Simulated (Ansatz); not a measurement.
## InP (F-43m) as a strained film

```
CELL_PARAMETERS angstrom
2.95367 2.95367 0.00000
-2.95367 2.95367 0.00000
0.00000 2.95367 2.95367
ATOMIC_POSITIONS crystal
In 0.00000 0.00000 0.00000
P 0.75000 0.25000 0.50000
```

This cell was relaxed by PAW under r²SCAN. A film on a (001) substrate is mimicked by stretching x and y by ε∥; the length along z and the atoms then relax by PAW (default files of Ansatz 0.2.0, cutoff 500 eV, stress met within about 0.05 GPa). Stress and levels come from r²SCAN, PAW on Ansatz 0.2.0's default frozen-core files (fitted under PBE), scalar-relativistic; k mesh 8×8×8, fixed occupations, cutoff 500 eV. Conduction levels are in eV over the valence top, at fixed fractional wave vectors.

```
ε∥ (%)  ε⊥ (%)  σ∥ (GPa, tension positive)      Γ  L (oblique)  X ⊥ z  X ∥ z  2nd valence level at Γ     3rd
  -2.0   2.127                       -1.98  1.059        1.747  1.866  2.110                   0.000  -0.218
  -1.0       ?                           ?      ?            ?      ?      ?                       ?       ?
  -0.5   0.542                       -0.46  1.036        1.789  2.000  2.059                   0.000  -0.052
   0.0   0.000                        0.02  1.027        1.796  2.044  2.044                   0.000   0.000
   0.5  -0.584                        0.46  0.968        1.749  2.036  1.976                  -0.052  -0.052
   1.0  -1.149                        0.90  0.909        1.700  2.031  1.913                  -0.100  -0.100
   2.0  -2.282                        1.74  0.795        1.598  2.025  1.796                  -0.192  -0.192
```

The last two columns are counted from the highest valence level at Γ.

Question: How does the film contract along z, and how stiff is it in the plane?

Answer: Quadratic fits through the 6 rows shown have slopes dε⊥/dε∥ = -1.105 and dσ∥/dε∥ = 92.7 GPa at zero strain. Elasticity asks −2C12/C11 = -1.090 and C11 + C12 − 2C12²/C11 = 93.2 GPa, from PAW constants C11 = 98.0, C12 = 53.4 GPa. At the level of the σ∥ column the films keep up to 0.05 GPa along z against the unstrained cell; this and the cubic term, which a quadratic fit over ±2 % leaves out, limit the agreement.

Question: Which shear deformation potential b does the valence splitting give?

Answer: Without spin-orbit coupling the single level moves against the pair by 3b(ε⊥ − ε∥): -0.0517 eV at ε⊥ − ε∥ = 0.01042 and 0.0516 eV at -0.01084, so b = -1.62 eV.

Question: Fill the row at ε∥ = -1.0 %.

Answer: The fits give ε⊥ = 1.075 % and σ∥ = -0.95 GPa. Computed: ε⊥ (%) = 1.102, σ∥ (GPa, tension positive) = -0.93, Γ = 1.043, L (oblique) = 1.778, X ⊥ z = 1.955, X ∥ z = 2.076, 2nd valence level at Γ = 0.000, 3rd = -0.106. The levels have a kink at zero strain, where another valence state takes the top, so one parabola doesn't fit them.

Question: How fast does the least gap among these points move on each side of zero strain?

Answer: dE_g/dε∥ is -19 meV per % on the compressed side and -118 on the stretched side, so the gap rises under compression and falls under tension. The lowest conduction level stays at Γ.

Keep in mind: frozen-core PAW files fitted under PBE, their cores solved anew for the functional of the run; no spin-orbit coupling on heavy atoms; semilocal gaps are low, and the spacing of valleys can be off by tenths of an eV; levels are read at fixed fractional k, so an edge that moves off these points is missed; with spin-orbit coupling the valence top splits by 2|b| and not 3|b| times the shear while that is small against the spin-orbit gap, so the gap's slopes differ from these.
